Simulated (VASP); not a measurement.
**VASP 6.6.1, r²SCAN single-point calculation, MgS (strained zincblende)**

INCAR

```
NBANDS = 11
METAGGA = R2SCAN
PREC = Accurate
LASPH = .TRUE.
SIGMA = 0.01
NELM = 120
NSW = 0
ALGO = Normal
ENCUT = 520
LWAVE = .FALSE.
LCHARG = .FALSE.
ISMEAR = 0
IBRION = -1
ISIF = 2
LREAL = .FALSE.
EDIFF = 1E-7
```

KPOINTS

```
KPOINTS created by Atomic Simulation Environment
0
Gamma
8 8 8
0 0 0
```

KPOINTS_OPT

```
special points
6
Reciprocal
0.0000000000 0.0000000000 0.0000000000 1
-0.5000000000 -0.5000000000 0.0000000000 1
-0.3750000000 -0.3750000000 0.2500000000 1
-0.3750000000 0.0000000000 0.3750000000 1
0.0000000000 0.0000000000 0.5000000000 1
-0.5000000000 -0.2500000000 0.2500000000 1
```

POSCAR

```
Mg S
 1.0000000000000000
     0.0000000000000000    2.8308768411999998    2.9441119149000001
     2.8308768411999998    0.0000000000000000    2.9441119149000001
     2.8308768411999998    2.8308768411999998    0.0000000000000000
 Mg  S
   1   1
Cartesian
  0.0000000000000000  0.0000000000000000  0.0000000000000000
  1.4154384205999999  1.4154384205999999  1.4720559574500003
```

VASP ran with the recommended PBE PAW datasets (8 valence electrons in the cell).

Command

```
mpirun -np 1 vasp_std
```

From OUTCAR

```
k-points           NKPTS =     59   k-points in BZ     NKDIM =     59   number of bands    NBANDS=     11

   NELECT =       8.0000    total number of electrons

   dimension x,y,z NGX =    30 NGY =   30 NGZ =   30
   dimension x,y,z NGXF=    60 NGYF=   60 NGZF=   60

  energy-cutoff  :      520.00
  volume of cell :       47.19
      direct lattice vectors                 reciprocal lattice vectors
     0.000000000  2.830876841  2.944111915    -0.176623721  0.176623721  0.169830500
     2.830876841  0.000000000  2.944111915     0.176623721 -0.176623721  0.169830500
     2.830876841  2.830876841  0.000000000     0.176623721  0.176623721 -0.169830500

 k-points in reciprocal lattice and weights: KPOINTS created by Atomic Simulation Env
   0.00000000  0.00000000  0.00000000       0.002
   0.12500000  0.00000000  0.00000000       0.016
   0.25000000  0.00000000  0.00000000       0.016
   0.37500000  0.00000000  0.00000000       0.016
   0.50000000  0.00000000  0.00000000       0.008
   0.12500000  0.12500000  0.00000000       0.004
   0.25000000  0.12500000  0.00000000       0.016
   0.37500000  0.12500000  0.00000000       0.016
   ...

 E-fermi :   0.6755

 k-point     1 :       0.0000    0.0000    0.0000
  band No.  band energies     occupation
      1     -11.0756      2.00000
      2       0.4604      2.00000
      3       0.5739      2.00000
      4       0.5739      2.00000
      5       4.4515      0.00000
      6       9.0169      0.00000
      7       9.0371      0.00000
      8       9.0371      0.00000
      9      11.5534      0.00000
     10      12.2363      0.00000
     11      14.4826      0.00000

 k-point     2 :       0.1250    0.0000    0.0000
  band No.  band energies     occupation
      1     -10.9926      2.00000
      2      -0.1036      2.00000
      3       0.4390      2.00000
      4       0.5323      2.00000
      5       5.0856      0.00000
      6       8.8231      0.00000
      7       9.1888      0.00000
      8       9.2293      0.00000
      9      11.1733      0.00000
     10      11.7100      0.00000
     11      14.2457      0.00000

 k-point     3 :       0.2500    0.0000    0.0000
  band No.  band energies     occupation
      1     -10.7788      2.00000
      2      -1.2344      2.00000
      3       0.2960      2.00000
      4       0.4378      2.00000
      5       5.9644      0.00000
      6       8.7678      0.00000
      7       9.1552      0.00000
      8       9.3601      0.00000
      9      11.4476      0.00000
     10      11.5817      0.00000
     11      13.3930      0.00000

 k-point     4 :       0.3750    0.0000    0.0000
  band No.  band energies     occupation
      1     -10.5422      2.00000
      2      -2.1386      2.00000
      3       0.1667      2.00000
      4       0.3504      2.00000
      5       6.1753      0.00000
      6       8.6875      0.00000
      7       9.0453      0.00000
      8       9.3781      0.00000
      9      12.7546      0.00000
     10      12.8444      0.00000
     11      13.4477      0.00000

 k-point     5 :       0.5000    0.0000    0.0000
  band No.  band energies     occupation
      1     -10.4359      2.00000
      2      -2.4811      2.00000
      3       0.1161      2.00000
      4       0.3162      2.00000
      5       6.1499      0.00000
      6       8.5368      0.00000
      7       8.8757      0.00000
      8       9.6040      0.00000
      9      14.0046      0.00000
     10      14.0829      0.00000
     11      14.3996      0.00000

 k-point     6 :       0.1250    0.1250    0.0000
  band No.  band energies     occupation
      1     -10.9710      2.00000
      2      -0.1585      2.00000
      3       0.4160      2.00000
      4       0.4160      2.00000
      5       5.2672      0.00000
      6       8.5168      0.00000
      7       9.4664      0.00000
      8       9.4664      0.00000
      9      10.1085      0.00000
     10      12.4879      0.00000
     11      15.4761      0.00000

 k-point     7 :       0.2500    0.1250    0.0000
  band No.  band energies     occupation
      1     -10.8051      2.00000
      2      -0.9558      2.00000
      3       0.2370      2.00000
      4       0.2743      2.00000
      5       6.0840      0.00000
      6       8.2602      0.00000
      7       8.9809      0.00000
      8       9.8286      0.00000
      9      10.5122      0.00000
     10      12.5246      0.00000
     11      14.6889      0.00000

 k-point     8 :       0.3750    0.1250    0.0000
  band No.  band energies     occupation
      1     -10.5739      2.00000
      2      -1.8299      2.00000
      3      -0.0187      2.00000
      4       0.1902      2.00000
      5       6.5834      0.00000
      6       8.0049      0.00000
      7       9.1377      0.00000
      8       9.6613      0.00000
      9      11.8562      0.00000
     10      13.3440      0.00000
     11      14.1315      0.00000

 k-point     9 :       0.5000    0.1250    0.0000
  band No.  band energies     occupation
      1     -10.4141      2.00000
      2      -2.3256      2.00000
      3      -0.2362      2.00000
      4       0.2050      2.00000
      5       6.6936      0.00000
      6       7.7735      0.00000
      7       9.3153      0.00000
      8       9.9077      0.00000
      9      13.1884      0.00000
     10      14.1500      0.00000
     11      14.7392      0.00000

 k-point    10 :      -0.3750    0.1250    0.0000
  band No.  band energies     occupation
      1     -10.4420      2.00000
      2      -2.2315      2.00000
      3      -0.3106      2.00000
      4       0.3093      2.00000
      5       6.7366      0.00000
      6       8.0196      0.00000
      7       9.2327      0.00000
      8       9.6223      0.00000
      9      12.4460      0.00000
     10      13.7857      0.00000
     11      15.1343      0.00000

 k-point    11 :      -0.2500    0.1250    0.0000
  band No.  band energies     occupation
      1     -10.6356      2.00000
      2      -1.5906      2.00000
      3      -0.1990      2.00000
      4       0.4498      2.00000
      5       6.6192      0.00000
      6       8.5021      0.00000
      7       8.8603      0.00000
      8       9.4776      0.00000
      9      10.9544      0.00000
     10      13.2628      0.00000
     11      14.0721      0.00000

 k-point    12 :      -0.1250    0.1250    0.0000
  band No.  band energies     occupation
      1     -10.8609      2.00000
      2      -0.7076      2.00000
      3       0.0916      2.00000
      4       0.5458      2.00000
      5       5.8469      0.00000
      6       8.4574      0.00000
      7       9.3385      0.00000
      8       9.4579      0.00000
      9      10.7411      0.00000
     10      11.9524      0.00000
     11      14.4576      0.00000

 k-point    13 :       0.2500    0.2500    0.0000
  band No.  band energies     occupation
      1     -10.7018      2.00000
      2      -1.1982      2.00000
      3       0.0729      2.00000
      4       0.0729      2.00000
      5       6.0867      0.00000
      6       7.7171      0.00000
      7       9.1710      0.00000
      8      10.6067      0.00000
      9      10.6067      0.00000
     10      13.2232      0.00000
     11      16.7367      0.00000

 k-point    14 :       0.3750    0.2500    0.0000
  band No.  band energies     occupation
      1     -10.5186      2.00000
      2      -1.7146      2.00000
      3      -0.2501      2.00000
      4      -0.0513      2.00000
      5       6.0812      0.00000
      6       7.7239      0.00000
      7       9.2219      0.00000
      8      10.8948      0.00000
      9      11.8423      0.00000
     10      13.9428      0.00000
     11      15.7959      0.00000

 k-point    15 :       0.5000    0.2500    0.0000
  band No.  band energies     occupation
      1     -10.3584      2.00000
      2      -2.0353      2.00000
      3      -0.7595      2.00000
      4      -0.0404      2.00000
      5       6.3064      0.00000
      6       8.1247      0.00000
      7       9.4729      0.00000
      8      10.5207      0.00000
      9      12.7691      0.00000
     10      14.3717      0.00000
     11      15.4841      0.00000

 k-point    16 :      -0.3750    0.2500    0.0000
  band No.  band energies     occupation
      1     -10.3277      2.00000
      2      -2.0110      2.00000
      3      -1.0916      2.00000
      4       0.1001      2.00000
      5       6.8038      0.00000
      6       8.1711      0.00000
      7       9.6800      0.00000
      8      10.1376      0.00000
      9      12.5587      0.00000
     10      12.9027      0.00000
     11      15.7571      0.00000

 ...

  Total       -0.6204684     -0.6204684     -0.9529908      0.0000000      0.0000000      0.0000000
  in kB      -21.0670630    -21.0670630    -32.3573551      0.0000000      0.0000000      0.0000000
  external PRESSURE =     -24.8304937 kB  Pullay stress =       0.0000000 kB

 POSITION                                       TOTAL-FORCE (eV/Angst)
 -----------------------------------------------------------------------------------
      0.00000      0.00000      0.00000        -0.000000     -0.000000     -0.000000
      1.41544      1.41544      1.47206         0.000000      0.000000      0.000000
 -----------------------------------------------------------------------------------
    total drift:                               -0.000001     -0.000001     -0.000003

  FREE ENERGIE OF THE ION-ELECTRON SYSTEM (eV)
  ---------------------------------------------------
  free  energy   TOTEN  =       -15.4309161135 eV

  energy  without entropy=      -15.4309161135  energy(sigma->0) =      -15.43091611
```

The gap between bands v and c is 3.88 eV and the least direct gap is 3.88 eV. The pressure is -2.5 GPa.

Band v is the last that the valence electrons fill when counted band by band, and c is the next.

The run took about 86 s on one core of a shared host (Intel Xeon Platinum 8488C) and held 0.19 GiB at most.
